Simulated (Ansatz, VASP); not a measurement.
## Two plane-wave programs on Na

```
CELL_PARAMETERS angstrom
-2.09491 2.09491 2.09491
2.09491 -2.09491 2.09491
2.09491 2.09491 -2.09491
ATOMIC_POSITIONS crystal
Na 0.00000 0.00000 0.00000
```

Alike in both runs: functional PBE; k mesh 14 × 14 × 14; occupations gaussian, width 0.1 eV; no spin polarisation.

Ansatz relaxed the structure, and its values are those at the end. VASP's run is a single point on that final structure, the one shown.

|  | VASP | Ansatz |
| --- | --- | --- |
| version | VASP 6.6.1 | Ansatz 0.2.0 |
| potentials or method | VASP PAW PBE potentials, release 64 (Na_pv) | scalar-relativistic, plane waves, PAW |
| plane-wave cutoff (eV) | 520 | 420 |
| valence electrons in the cell | 7 | 9 |

|  | VASP | Ansatz | Ansatz less VASP |
| --- | --- | --- | --- |
| gap on the k mesh at the Fermi level (eV) | none | none | - |
| pressure (GPa) | 0.0 | 0.0 | +0.02 |

A gap of «none» marks a metal or a gap that the smearing closes. The functional is the same, so the differences come from potentials, cutoffs and numerics. The two sets of potentials don't hold the same shells in valence.
